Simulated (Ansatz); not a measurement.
Run on Os (fcc type): DFT, PBE, all-electron LAPW, scalar-relativistic (Ansatz 0.2.0). This run: fcc relaxed under pressure.

The cell comes from a relaxation on PAW files under the same functional, begun from a prototype that needn't be the stable phase.

Command: `ansatz run input.yaml --threads 1 --pin off --max-ram 3584MiB --backend cpu --events-out ev --progress --plain --runs-dir out` It took 65 s on 1 thread of Intel(R) Xeon(R) Platinum 8488C (Sapphire Rapids) (shared host), peak memory 0.61 GiB.

```yaml
crystal:
  lattice:
    - [0.0, 1.7072418354, 1.7072418354]
    - [1.7072418354, 0.0, 1.7072418354]
    - [1.7072418354, 1.7072418354, 0.0]
  atoms:
    - { symbol: Os, position: [0.0, 0.0, 0.0] }
kpoints:
  mp_grid: { grid: [19, 19, 19] }
scf:
  occupations: { method: fermi_dirac, width: 0.1 }
hamiltonian:
  xc: pbe
  pseudopotentials: { kind: all_electron, lapw: { basis_error: 0.0005 } }
output:
  forces: true
  stress: true
  eigenvalues: true
relax:
  f_tol: 0.005
  max_steps: 12
  cell: { p_target: 330.0, stress_tol: 0.165 }
```

Output:

```
The last accepted step is kept in <dir> (removed where the run ends without a failure and the disk answers)
LAPW: plane waves up to 10.849 Å⁻¹, error target 5.0e-4 eV per atom; small_component_spin mean_spin; Os in spheres of 1.171 Å, 48 of its electrons in bands, Dirac shells [] (how accurate: hamiltonian.pseudopotentials.lapw.basis_error, Limitations)
Engine: ansatz 0.2.0
Pseudopotentials: kind: all_electron
Pseudopotential: Os, LAPW, valence charge 48, lapw/all_electron/scalar/gaussian/Os, Koelling and Harmon's equation, gaussian nucleus
Functional definition: PBE
  parameter kappa = 0.804
  parameter beta = 0.06672455060314922
  exchange = pbe_x(kappa = kappa, mu = beta*pi^2/3)
  correlation = pbe_c(beta = beta)
Crystal: 1 atoms, lattice volume = 9.952 Å³
Basis set: ecut = 448.4303935524299 eV, 181 PW (Γ), exchange–correlation at level 2
Bands: 29, of which v1, the nominal top of the filled ones, is band 24 counted from 1 (23 counted from 0)
Symmetry: 48 space group operations
Space group: Fm-3m (ITA 225), of the structure as read, at distance tolerance 2.2e-5 Å
k-points: 220 of 6859
Non-local potential: Os, projectors of the file, none
Initial density: superposition of atomic densities (chi_scale 0.1, normalization cell)
Initial wavefunctions: plane waves of lowest kinetic energy (no species holds an atomic orbital)
Functional: x = pbe(κ = 0.804, μ = 0.2195149727645171), c = pbe(β = 0.06672455060314922)
iter 1 solved again at ethr=6.90e-5 eV; its pass at ethr=1.00e-1 eV (dr2=3.31e-2 eV) is discarded
SCF iter   1: F=—  HF=-469422.639060 eV  |F-HF|=—  |Δ(HF+E_count)|=         —  Δρ=3.08e-2  dr2=3.33e-2  ethr=6.90e-5  ⟨swp⟩=3.0  Hψ=40695  notcnv=0
preconditioner: auto → none  [metal: Δε(μ)=0.006 eV  Ē_g=47.572 eV  σ=0.100 eV  W_gap=0.01  n_scr=8 (ndim 8)  ℏωp=62.3 eV  f_vac=0.000  D(μ)=0.39/eV (n_scr^D=0)  sad-step TF]
SCF iter   2: F=—  HF=-469422.574422 eV  |F-HF|=—  |Δ(HF+E_count)|=   6.46e-2  Δρ=1.50e-2  dr2=9.81e-3  ethr=6.90e-5  ⟨swp⟩=2.0  Hψ=18589  notcnv=0
SCF iter   3: F=—  HF=-469422.570642 eV  |F-HF|=—  |Δ(HF+E_count)|=   3.78e-3  Δρ=6.60e-3  dr2=1.90e-3  ethr=2.04e-5  ⟨swp⟩=2.0  Hψ=18554  notcnv=0
iter 4 solved again at ethr=2.27e-7 eV; its pass at ethr=3.95e-6 eV (dr2=1.09e-4 eV) is discarded
SCF iter   4: F=—  HF=-469422.570672 eV  |F-HF|=—  |Δ(HF+E_count)|=   3.02e-5  Δρ=1.51e-3  dr2=1.09e-4  ethr=2.27e-7  ⟨swp⟩=2.0  Hψ=31608  notcnv=0
SCF iter   5: F=—  HF=-469422.570696 eV  |F-HF|=—  |Δ(HF+E_count)|=   2.42e-5  Δρ=6.39e-5  dr2=2.02e-7  ethr=2.27e-7  ⟨swp⟩=2.0  Hψ=18554  notcnv=0
SCF iter   6: F=-469422.570696 eV  HF=-469422.570696 eV  |F-HF|=2.91e-10  |Δ(HF+E_count)|=   5.64e-8  Δρ=3.34e-6  dr2=3.57e-10  ethr=4.21e-10  ⟨swp⟩=3.0  Hψ=19233  notcnv=0
SCF 1 converged in 6 iterations: F = -469422.570696 eV  dr2 = 3.57e-10
relax step   1: F+E_penalty+E_count = -469422.57069620 eV  Δ(F+E_penalty+E_count) = +0.000e0 eV  max|allowed force component| = 0.000e0 eV/Å  Δτ_max = 0.0000 Å  P = +328.825 GPa  Ω = 9.952 Å³  (6 SCF iters, accepted)
Crystal: 1 atoms, lattice volume = 9.931 Å³
Basis set: ecut = 449.05666112578797 eV, 181 PW (Γ), exchange–correlation at level 2
Initial density: handed on by an earlier stage of this run
Initial wavefunctions: those handed on with the density
iter 1 solved again at ethr=9.74e-11 eV; its pass at ethr=1.00e-1 eV (dr2=4.68e-8 eV) is discarded
SCF iter   1: F=—  HF=-469422.527762 eV  |F-HF|=—  |Δ(HF+E_count)|=         —  Δρ=1.02e-4  dr2=4.75e-7  ethr=9.74e-11  ⟨swp⟩=6.0  Hψ=37260  notcnv=0
eigensolver tolerance schedule calibrated: the retry pair's looser diagonalisation under-reported the residual by θ = 0.90 (0.10/decade); ethr = c·dr2/N_el runs at the constant in force after the calibration composes with the one it found (an armed cap, an earlier calibration), c = 1.0e-1
preconditioner: auto → none  [metal: Δε(μ)=0.045 eV  Ē_g=48.144 eV  σ=0.100 eV  W_gap=0.11  n_scr=8 (ndim 8)  ℏωp=62.3 eV  f_vac=0.000  D(μ)=0.40/eV (n_scr^D=0)]
SCF iter   2: F=—  HF=-469422.527761 eV  |F-HF|=—  |Δ(HF+E_count)|=   1.22e-6  Δρ=2.49e-5  dr2=2.56e-8  ethr=9.74e-11  ⟨swp⟩=3.0  Hψ=19492  notcnv=0
iter 3 solved again at ethr=2.14e-12 eV; its pass at ethr=5.33e-11 eV (dr2=1.03e-9 eV) is discarded
SCF iter   3: F=-469422.527761 eV  HF=-469422.527761 eV  |F-HF|=2.17e-8  |Δ(HF+E_count)|=   8.37e-8  Δρ=5.30e-6  dr2=1.03e-9  ethr=7.83e-12 (applied; sched 2.14e-12)  ⟨swp⟩=2.0  Hψ=31609  notcnv=0
SCF 2 converged in 3 iterations: F = -469422.527761 eV  dr2 = 1.03e-9
relax step   2: F+E_penalty+E_count = -469422.52776057 eV  Δ(F+E_penalty+E_count) = +4.294e-2 eV  max|allowed force component| = 0.000e0 eV/Å  Δτ_max = 0.0000 Å  P = +332.245 GPa  Ω = 9.931 Å³  (3 SCF iters, rejected (line search))
Crystal: 1 atoms, lattice volume = 9.945 Å³
Basis set: ecut = 448.645654594748 eV, 181 PW (Γ), exchange–correlation at level 2
iter 1 solved again at ethr=5.02e-11 eV; its pass at ethr=1.00e-1 eV (dr2=2.41e-8 eV) is discarded
SCF iter   1: F=—  HF=-469422.555972 eV  |F-HF|=—  |Δ(HF+E_count)|=         —  Δρ=6.18e-5  dr2=1.77e-7  ethr=5.02e-11  ⟨swp⟩=6.0  Hψ=37043  notcnv=0
preconditioner: auto → none  [metal: Δε(μ)=0.045 eV  Ē_g=48.125 eV  σ=0.100 eV  W_gap=0.11  n_scr=8 (ndim 8)  ℏωp=62.3 eV  f_vac=0.000  D(μ)=0.40/eV (n_scr^D=0)]
SCF iter   2: F=-469422.555972 eV  HF=-469422.555972 eV  |F-HF|=4.33e-8  |Δ(HF+E_count)|=   4.69e-7  Δρ=1.53e-5  dr2=9.88e-9  ethr=5.02e-11  ⟨swp⟩=3.0  Hψ=19464  notcnv=0
SCF 3 converged in 2 iterations: F = -469422.555972 eV  dr2 = 9.88e-9
relax step   3: F+E_penalty+E_count = -469422.55597155 eV  Δ(F+E_penalty+E_count) = +1.472e-2 eV  max|allowed force component| = 0.000e0 eV/Å  Δτ_max = 0.0000 Å  P = +330.002 GPa  Ω = 9.945 Å³  (2 SCF iters, accepted)
iter 1 solved again at ethr=2.02e-11 eV; its pass at ethr=1.00e-1 eV (dr2=9.68e-9 eV) is discarded
SCF iter   1: F=—  HF=-469422.555972 eV  |F-HF|=—  |Δ(HF+E_count)|=         —  Δρ=1.53e-5  dr2=9.88e-9  ethr=2.02e-11  ⟨swp⟩=6.6  Hψ=43330  notcnv=0  trunc=28  reapply=78
SCF iter   2: F=-469422.555972 eV  HF=-469422.555972 eV  |F-HF|=3.61e-9  |Δ(HF+E_count)|=   3.30e-8  Δρ=5.23e-6  dr2=1.05e-9  ethr=2.02e-11  ⟨swp⟩=2.0  Hψ=18554  notcnv=0
SCF 4 converged in 2 iterations: F = -469422.555972 eV  dr2 = 1.05e-9
relax step   4: F+E_penalty+E_count = -469422.55597156 eV  Δ(F+E_penalty+E_count) = -1.007e-8 eV  max|allowed force component| = 0.000e0 eV/Å  Δτ_max = 0.0000 Å  P = +330.000 GPa  Ω = 9.945 Å³  stress off target by 4.31e-4 GPa  SCF on the basis re-selected at this cell (its energy is not comparable with the rows above)  (2 SCF iters)
basis re-selected at this cell: Δ(F+E_penalty+E_count) = -1.007e-8 eV, ΔP = -0.002 GPa vs the last step (what re-selecting the basis moved, after the strain that the cell walked since its last selection, with what the two solves' SCF thresholds leave and, on support functions, any second-order correction that the steps lacked; it is no measure of the basis error at this ecutwfc). This SCF's stress stands 4.31e-4 GPa from its target on what of the cell is left free (relax.cell.stress_tol is 1.65e-1 GPa) and its largest allowed force component is 0.00e0 eV/Å (relax.f_tol is 5.00e-3 eV/Å): within both
SCF converged after 2 iterations
Free energy (F): -469422.555972 eV
Harris-Foulkes:  -469422.555972 eV  (|F-HF|=3.61e-9)
Internal energy: -469422.542304 eV  (E = F + TS)
E sigma→0 (E₀):  -469422.549138 eV
Entropy (-TS):   -0.013667 eV (-13.667 meV/atom)
Fermi energy:    47.807740 eV
--- Per-component energies (eV) ---
  E_band       = -5588.545307
  E_kinetic    = 529372.253911
  E_xc         = -9269.043327
  E_electrostatic = -989525.752888  (all electrons and nuclei)
  E_smearing   = -0.013667  (= −TS)
  E_closure    = 0.000000  (closes the sum)
  E_atoms      = -469414.911302  (free atoms, spherical and without spin; not in F)
  Σ components = -469422.555972   (vs F -469422.555972, Δ=0.00e0)
  Basis errors (estimates in eV, not in F): energy 1.2e-4 per atom: plane waves 1.0e-4 (5.4e-5 summed), levels above the bands 1.9e-89, relativity 2.9e-8, radial functions 1.4e-5, core shells 1.0e-11; eigenvalues (radial functions only) 2.6e-6; not estimated: angular momenta, meshes, grids; target (lapw.basis_error) 5.0e-4; muffin-tin radii Os 1.171 Å
--- Forces (eV/Å), atoms counted from 1 ---
  atom   1  Os     0.00000000    -0.00000000    -0.00000000
  max |Σ_I F_I| component: 7.56e-31 eV/Å
--- Stress (GPa, compression-positive) ---
      329.999569      -0.000000      -0.000000
       -0.000000     329.999569      -0.000000
       -0.000000      -0.000000     329.999569
  P = ⅓ Tr σ = 329.9996 GPa (3299.996 kbar)
--- Band table (eV; the first three rows and the last of 220) ---
  k-point 0: bands = ["-578.0413", "-418.1360", "-418.1360", "-418.1360", "-219.6822", "-219.6822", "-219.6822", "-219.6658", "-219.6658", "-39.5556", "0.6429", "0.6911", "0.6911", "0.6911", "0.7465", "0.7465", "0.7465", "2.4651", "2.4651", "2.4651", "34.0030", "42.7805", "42.7805", "42.7805", "47.8541", "47.8541", "59.9528", "67.7940", "67.7940"]
  k-point 1: bands = ["-578.0413", "-418.1360", "-418.1360", "-418.1360", "-219.6822", "-219.6822", "-219.6822", "-219.6658", "-219.6658", "-39.5438", "0.6442", "0.6909", "0.6922", "0.6922", "0.7446", "0.7446", "0.7466", "2.3643", "2.4531", "2.4531", "34.2071", "42.6437", "42.8746", "42.8746", "47.7582", "47.7582", "60.3370", "67.0746", "68.1536"]
  k-point 2: bands = ["-578.0413", "-418.1360", "-418.1360", "-418.1360", "-219.6822", "-219.6822", "-219.6822", "-219.6658", "-219.6658", "-39.5095", "0.6478", "0.6904", "0.6954", "0.6954", "0.7390", "0.7390", "0.7468", "2.0779", "2.4187", "2.4187", "34.7806", "42.3094", "43.1245", "43.1245", "47.5340", "47.5340", "61.3742", "65.6966", "69.1942"]
  k-point 219: bands = ["-578.0413", "-418.1360", "-418.1360", "-418.1360", "-219.6821", "-219.6821", "-219.6821", "-219.6658", "-219.6658", "-38.9609", "0.1957", "0.3041", "0.6932", "0.6978", "0.7087", "0.7092", "0.7225", "0.7481", "0.7539", "1.2485", "38.6136", "41.0428", "41.9984", "46.2529", "53.0286", "60.7332", "61.8315", "63.1432", "67.9859"]
--- Relaxed structure (3 steps of the walk, 2 accepted, 1 SCFs on fresh bases) ---
  F+E_penalty+E_count = -469422.55597156 eV   max|allowed force component| = 0.000e0 eV/Å   (the final SCF, on the basis selected at the relaxed cell)
  cell:  # Å, volume = 9.9449 Å³
    - [1.2738430082238974e-35, 1.706832217312863, 1.706832217312863]
    - [1.706832217312863, -1.2738430082238973e-34, 1.706832217312863]
    - [1.706832217312863, 1.706832217312863, -1.4012273090462871e-34]
  atoms:
    - { symbol: Os, position: [0.0, 0.0, 0.0] }
```

Next run (bcc relaxed under pressure), as changes to the input before:

```diff
   lattice:
-    - [0.0, 1.7072418354, 1.7072418354]
-    - [1.7072418354, 0.0, 1.7072418354]
-    - [1.7072418354, 1.7072418354, 0.0]
+    - [-1.3595804952, 1.3595804952, 1.3595804952]
+    - [1.3595804952, -1.3595804952, 1.3595804952]
+    - [1.3595804952, 1.3595804952, -1.3595804952]
   atoms:
 kpoints:
-  mp_grid: { grid: [19, 19, 19] }
+  mp_grid: { grid: [20, 20, 20] }
 scf:
```

Command: `ansatz run input.yaml --threads 1 --pin off --max-ram 3584MiB --backend cpu --events-out ev --progress --plain --runs-dir out` It took 71 s on 1 thread of Intel(R) Xeon(R) Platinum 8488C (Sapphire Rapids), on a shared host, peak memory 0.71 GiB.

Results part of the output:

```
basis re-selected at this cell: Δ(F+E_penalty+E_count) = -2.293e-8 eV, ΔP = -0.002 GPa vs the last step (what re-selecting the basis moved, after the strain that the cell walked since its last selection, with what the two solves' SCF thresholds leave and, on support functions, any second-order correction that the steps lacked; it is no measure of the basis error at this ecutwfc). This SCF's stress stands 1.51e-3 GPa from its target on what of the cell is left free (relax.cell.stress_tol is 1.65e-1 GPa) and its largest allowed force component is 0.00e0 eV/Å (relax.f_tol is 5.00e-3 eV/Å): within both
SCF converged after 2 iterations
Free energy (F): -469421.624856 eV
Harris-Foulkes:  -469421.624856 eV  (|F-HF|=9.60e-9)
Internal energy: -469421.594525 eV  (E = F + TS)
E sigma→0 (E₀):  -469421.609691 eV
Entropy (-TS):   -0.030330 eV (-30.330 meV/atom)
Fermi energy:    47.717424 eV
--- Per-component energies (eV) ---
  E_band       = -5607.143797
  E_kinetic    = 529371.400786
  E_xc         = -9268.933633
  E_electrostatic = -989524.061678  (all electrons and nuclei)
  E_smearing   = -0.030330  (= −TS)
  E_closure    = 0.000000  (closes the sum)
  E_atoms      = -469414.911302  (free atoms, spherical and without spin; not in F)
  Σ components = -469421.624856   (vs F -469421.624856, Δ=0.00e0)
  Basis errors (estimates in eV, not in F): energy 1.4e-4 per atom: plane waves 1.2e-4 (6.5e-5 summed), levels above the bands 5.9e-89, relativity 3.3e-8, radial functions 2.0e-5, core shells 2.4e-11; eigenvalues (radial functions only) 1.6e-6; not estimated: angular momenta, meshes, grids; target (lapw.basis_error) 5.0e-4; muffin-tin radii Os 1.142 Å
--- Forces (eV/Å), atoms counted from 1 ---
  atom   1  Os     0.00000000     0.00000000     0.00000000
  max |Σ_I F_I| component: 1.40e-30 eV/Å
--- Stress (GPa, compression-positive) ---
      329.998489      -0.000000      -0.000000
       -0.000000     329.998489       0.000000
       -0.000000       0.000000     329.998489
  P = ⅓ Tr σ = 329.9985 GPa (3299.985 kbar)
--- Band table (eV; the first three rows and the last of 256) ---
  k-point 0: bands = ["-578.4449", "-418.5401", "-418.5401", "-418.5401", "-220.0947", "-220.0947", "-220.0696", "-220.0696", "-220.0696", "-39.9684", "0.2669", "0.2669", "0.2669", "0.3064", "0.3064", "0.3064", "0.3821", "2.0220", "2.0220", "2.0220", "33.5655", "42.2428", "42.2428", "42.2428", "47.3991", "47.3991", "62.4839", "62.4839", "62.4839"]
  k-point 1: bands = ["-578.4449", "-418.5401", "-418.5401", "-418.5401", "-220.0947", "-220.0947", "-220.0696", "-220.0696", "-220.0696", "-39.9574", "0.2674", "0.2680", "0.2682", "0.3056", "0.3060", "0.3065", "0.3804", "1.9330", "1.9953", "2.0211", "33.7580", "42.1301", "42.2289", "42.4268", "47.2002", "47.3982", "62.6498", "62.7797", "62.9831"]
  k-point 2: bands = ["-578.4449", "-418.5401", "-418.5401", "-418.5401", "-220.0947", "-220.0947", "-220.0696", "-220.0695", "-220.0695", "-39.9254", "0.2687", "0.2711", "0.2717", "0.3034", "0.3051", "0.3067", "0.3751", "1.6789", "1.9188", "2.0186", "34.3043", "41.8155", "42.1683", "42.9730", "46.7571", "47.4043", "63.1009", "63.6432", "64.3200"]
  k-point 255: bands = ["-578.4449", "-418.5401", "-418.5401", "-418.5401", "-220.0947", "-220.0947", "-220.0694", "-220.0694", "-220.0694", "-39.1796", "-0.2541", "-0.2541", "-0.2541", "0.2547", "0.3374", "0.3374", "0.3374", "0.3847", "0.3847", "0.3847", "35.5142", "35.5142", "52.0401", "52.0401", "52.0401", "57.9945", "57.9945", "57.9945", "70.6524"]
--- Relaxed structure (3 steps of the walk, 2 accepted, 1 SCFs on fresh bases) ---
  F+E_penalty+E_count = -469421.62485579 eV   max|allowed force component| = 0.000e0 eV/Å   (the final SCF, on the basis selected at the relaxed cell)
  cell:  # Å, volume = 10.0451 Å³
    - [-1.3592447338204083, 1.3592447338204083, 1.3592447338204083]
    - [1.3592447338204083, -1.3592447338204083, 1.3592447338204083]
    - [1.3592447338204083, 1.3592447338204083, -1.3592447338204083]
  atoms:
    - { symbol: Os, position: [0.0, 0.0, 0.0] }
```

Next run (hcp relaxed under pressure), as changes to the input before:

```diff
   lattice:
-    - [-1.3595804952, 1.3595804952, 1.3595804952]
-    - [1.3595804952, -1.3595804952, 1.3595804952]
-    - [1.3595804952, 1.3595804952, -1.3595804952]
+    - [2.4298154507, 0.0, 0.0]
+    - [-1.2149077254, 2.1042819068, 0.0]
+    - [0.0, 0.0, 3.8916702959]
   atoms:
-    - { symbol: Os, position: [0.0, 0.0, 0.0] }
+    - { symbol: Os, position: [0.3333333333, 0.6666666667, 0.25] }
+    - { symbol: Os, position: [0.6666666667, 0.3333333333, 0.75] }
 kpoints:
-  mp_grid: { grid: [20, 20, 20] }
+  mp_grid: { grid: [18, 18, 10] }
 scf:
```

Results part of the output:

```
basis re-selected at this cell: Δ(F+E_penalty+E_count) = -1.595e-8 eV, ΔP = -0.000 GPa vs the last step (what re-selecting the basis moved, after the strain that the cell walked since its last selection, with what the two solves' SCF thresholds leave and, on support functions, any second-order correction that the steps lacked; it is no measure of the basis error at this ecutwfc). This SCF's stress stands 4.83e-3 GPa from its target on what of the cell is left free (relax.cell.stress_tol is 1.65e-1 GPa) and its largest allowed force component is 9.25e-17 eV/Å (relax.f_tol is 5.00e-3 eV/Å): within both
SCF converged after 2 iterations
Free energy (F): -938845.433658 eV
Harris-Foulkes:  -938845.433658 eV  (|F-HF|=2.33e-9)
Internal energy: -938845.406307 eV  (E = F + TS)
E sigma→0 (E₀):  -938845.419983 eV
Entropy (-TS):   -0.027351 eV (-13.675 meV/atom)
Fermi energy:    47.910006 eV
--- Per-component energies (eV) ---
  E_band       = -11176.600532
  E_kinetic    = 1058744.864964
  E_xc         = -18538.100809
[... lines left out ...]
  k-point 1: bands = ["-578.0328", "-578.0328", "-418.1281", "-418.1281", "-418.1274", "-418.1274", "-418.1274", "-418.1274", "-219.6728", "-219.6728", "-219.6677", "-219.6677", "-219.6677", "-219.6677", "-219.6644", "-219.6644", "-219.6643", "-219.6643", "-39.5385", "-39.0792", "-0.7839", "0.6715", "0.6807", "0.6807", "0.6813", "0.6831", "0.7130", "0.7130", "0.7132", "0.7132", "0.7228", "0.7461", "0.7461", "0.7538", "0.7572", "2.0059", "2.0059", "2.4294", "2.4294", "2.4435", "34.2051", "36.4253", "42.7390", "42.7390", "42.9342", "44.0926", "44.0926", "45.7959", "45.7959", "48.0405", "50.5851", "50.5851", "59.9434", "61.1987", "63.8919", "66.2524", "70.9401", "70.9401"]
  k-point 2: bands = ["-578.0328", "-578.0328", "-418.1281", "-418.1281", "-418.1274", "-418.1274", "-418.1274", "-418.1274", "-219.6728", "-219.6728", "-219.6677", "-219.6677", "-219.6677", "-219.6677", "-219.6644", "-219.6644", "-219.6643", "-219.6643", "-39.5051", "-39.1145", "-0.5688", "0.6703", "0.6769", "0.6769", "0.6816", "0.6852", "0.7060", "0.7060", "0.7216", "0.7220", "0.7220", "0.7486", "0.7486", "0.7541", "0.7569", "2.0366", "2.0366", "2.1732", "2.3970", "2.3970", "34.7421", "36.5952", "42.5528", "42.5528", "42.6577", "43.7586", "43.7586", "46.5126", "46.5126", "46.7593", "50.6770", "50.6770", "59.4202", "62.3650", "65.0774", "65.7938", "69.4484", "69.4484"]
  k-point 221: bands = ["-578.0328", "-578.0328", "-418.1281", "-418.1281", "-418.1274", "-418.1274", "-418.1274", "-418.1274", "-219.6728", "-219.6728", "-219.6677", "-219.6677", "-219.6677", "-219.6677", "-219.6644", "-219.6644", "-219.6644", "-219.6644", "-38.9974", "-38.9974", "-0.2011", "-0.2011", "0.5091", "0.5091", "0.6849", "0.6849", "0.6903", "0.6903", "0.7119", "0.7119", "0.7229", "0.7229", "0.7264", "0.7264", "0.7272", "0.7272", "0.7330", "0.7330", "1.9698", "1.9698", "38.8502", "38.8502", "40.3011", "40.3011", "43.1658", "43.1658", "45.4593", "45.4593", "50.5478", "50.5478", "60.4956", "60.4956", "62.0424", "62.0424", "64.6990", "64.6990", "71.6979", "71.6979"]
--- Relaxed structure (3 steps of the walk, 2 accepted, 1 SCFs on fresh bases) ---
  F+E_penalty+E_count = -938845.43365816 eV   max|allowed force component| = 9.252e-17 eV/Å   (the final SCF, on the basis selected at the relaxed cell)
  cell:  # Å, volume = 19.8837 Å³
    - [2.4292259199150013, 2.8860520176327937e-11, -2.5836731935132837e-31]
    - [-1.2146129599824944, 2.103771358163583, -1.8829344047196548e-20]
    - [-9.219715512531893e-35, -3.482309032987259e-20, 3.890732556205705]
  atoms:
    - { symbol: Os, position: [0.3333333333333332, 0.6666666666666665, 0.24999999999999997] }
    - { symbol: Os, position: [0.6666666666666665, 0.3333333333333333, 0.75] }
```

Spin–orbit coupling is left out, which matters for the heavy atoms.
